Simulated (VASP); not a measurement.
# BaTiO₃: forms and broadenings of the independent-particle spectrum

BaTiO₃, Pm-3m (no. 221), 5 atoms in the cell. PBE, independent-particle dielectric function; PAW potentials Ba_sv, Ti_sv, O (PBE set).

## Input

INCAR.step1:
```
SYSTEM = BaTiO3
PREC = Accurate
ENCUT = 460
ISMEAR = 0
SIGMA = 0.02
EDIFF = 1E-8
LASPH = .True.
KPAR = 4
LWAVE = .False.
LCHARG = .False.
LEPSILON = .True.
```

INCAR.step2, as INCAR.step1 but for:
```
- LWAVE = .False.
- LEPSILON = .True.
+ LWAVE = .True.
+ NBANDS = 76
```

INCAR.step3:
```
SYSTEM = BaTiO3
PREC = Accurate
ENCUT = 460
ISMEAR = 0
SIGMA = 0.02
EDIFF = 1E-7
LASPH = .True.
KPAR = 4
LWAVE = .False.
LCHARG = .False.
LOPTICS = .True.
NBANDS = 76
NEDOS = 2000
CSHIFT = 0.1
ALGO = None
NELM = 1
ISTART = 1
```

INCAR.step4, as INCAR.step3 but for:
```
+ LNABLA = .True.
```

INCAR.step5, as INCAR.step4 but for:
```
- LNABLA = .True.
+ LPEAD = .True.
+ IPEAD = 3
```

INCAR.step6, as INCAR.step5 but for:
```
- IPEAD = 3
+ IPEAD = 2
```

INCAR.step7 changes the same tag again: IPEAD = 4.

INCAR.step8, as INCAR.step7 but for:
```
- CSHIFT = 0.1
- LPEAD = .True.
- IPEAD = 4
+ CSHIFT = 0.03
```

INCAR.step9, as INCAR.step8 but for:
```
- CSHIFT = 0.03
+ CSHIFT = 0.05
```

INCAR.step10 changes the same tag again: CSHIFT = 0.01.

INCAR.step11, as INCAR.step10 but for:
```
- ISMEAR = 0
- CSHIFT = 0.01
+ ISMEAR = -5
+ CSHIFT = 0.1
```

INCAR.step12, as INCAR.step11 but for:
```
- ISMEAR = -5
- SIGMA = 0.02
+ ISMEAR = 0
+ SIGMA = 0.2
```

INCAR.step13, as INCAR.step12 but for:
```
- SIGMA = 0.2
+ SIGMA = 0.02
+ OMEGAMAX = 12
```

INCAR.step14, as INCAR.step13 but for:
```
- OMEGAMAX = 12
+ OMEGAMAX = 60
```

KPOINTS:
```
k-points
0
Gamma
  8 8 8
```

POSCAR:
```
BaTiO3
1.0
    4.0060000000      0.0000000000      0.0000000000
    0.0000000000      4.0060000000      0.0000000000
    0.0000000000      0.0000000000      4.0060000000
Ba Ti O
1 1 3
Direct
    0.5000000000      0.5000000000      0.5000000000
    0.0000000000      0.0000000000      0.0000000000
    0.0000000000      0.0000000000      0.5000000000
    0.0000000000      0.5000000000      0.0000000000
    0.5000000000      0.0000000000      0.0000000000
```

Commands (each step's output is kept before the next begins):
```
cat potpaw_PBE.64/Ba_sv/POTCAR potpaw_PBE.64/Ti_sv/POTCAR potpaw_PBE.64/O/POTCAR > POTCAR
cp INCAR.step1 INCAR
mpirun -np 4 vasp_std > vasp.out
rm WAVECAR CHG
cp INCAR.step2 INCAR
mpirun -np 4 vasp_std > vasp.out
cp INCAR.step3 INCAR
mpirun -np 4 vasp_std > vasp.out
cp INCAR.step4 INCAR
mpirun -np 4 vasp_std > vasp.out
cp INCAR.step5 INCAR
mpirun -np 4 vasp_std > vasp.out
cp INCAR.step6 INCAR
mpirun -np 4 vasp_std > vasp.out
cp INCAR.step7 INCAR
mpirun -np 4 vasp_std > vasp.out
cp INCAR.step8 INCAR
mpirun -np 4 vasp_std > vasp.out
cp INCAR.step9 INCAR
mpirun -np 4 vasp_std > vasp.out
cp INCAR.step10 INCAR
mpirun -np 4 vasp_std > vasp.out
cp INCAR.step11 INCAR
mpirun -np 4 vasp_std > vasp.out
cp INCAR.step12 INCAR
mpirun -np 4 vasp_std > vasp.out
cp INCAR.step13 INCAR
mpirun -np 4 vasp_std > vasp.out
cp INCAR.step14 INCAR
mpirun -np 4 vasp_std > vasp.out
```

## Result

- Direct gap on the mesh (eV): 1.89
- Gap on the mesh (eV): 1.74
- Bands: 76

One ground state, settings moved in the last step alone:

| Settings | ε at zero frequency | Mean energy of the absorption, weighted by Im ε (eV) | Time (s) |
|---|---|---|---|
| longitudinal form, CSHIFT 0.1 | 6.86 | 9.82 | 7 |
| transversal form (LNABLA) | 6.13 | 10.15 | 7 |
| finite differences (LPEAD), order 3 | 6.84 | 9.83 | 19 |
| finite differences (LPEAD), order 2 | 6.82 | 9.85 | 15 |
| finite differences (LPEAD), order 4 | 6.85 | 9.83 | 22 |
| CSHIFT 0.03 | 6.87 | 9.79 | 8 |
| CSHIFT 0.05 | 6.87 | 9.79 | 7 |
| CSHIFT 0.01 | 6.87 | 9.79 | 7 |
| tetrahedron method | 6.77 | 9.89 | 8 |
| SIGMA 0.2 | 6.87 | 9.82 | 8 |
| OMEGAMAX 12, which cuts the spectrum short | 5.89 | – | 7 |
| OMEGAMAX 60 | 6.86 | 9.82 | 7 |

The mean energy covers the spectrum up to 20 eV.

On the same mesh, density-functional perturbation theory with local fields gives ε = 6.74.

Limits: Spin-orbit coupling is left out, which can matter with atoms this heavy.

VASP 6.6.1 took 733 s on 4 cores (Intel Xeon Platinum 8488C (Sapphire Rapids)), a shared host.
